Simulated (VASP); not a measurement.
Sb:

```
CELL_PARAMETERS angstrom
-1.87134 1.87134 1.87134
1.87134 -1.87134 1.87134
1.87134 1.87134 -1.87134
ATOMIC_POSITIONS crystal
Sb 0.00000 0.00000 0.00000
```

This isn't the form of Sb at room conditions, which is rhombohedral.

Program: VASP 6.6.1. Alike in all runs: task band structure; no spin polarisation; cell as given; k mesh 10 × 10 × 10; cutoff (eV) 520; smearing fermi-dirac 0.05 eV. Hardware: 1 thread of AMD EPYC 7571 (shared host).

Q: Order these runs on this cell by their wall time, lowest first.
A. level LDA; potentials or basis VASP PAW LDA potentials, release 64 (Sb)
B. level TB-mBJ; potentials or basis VASP PAW PBE potentials, release 64 (Sb)
C. level TPSS; potentials or basis VASP PAW PBE potentials, release 64 (Sb)

A: A (20 s), B (51 s), C (110 s).
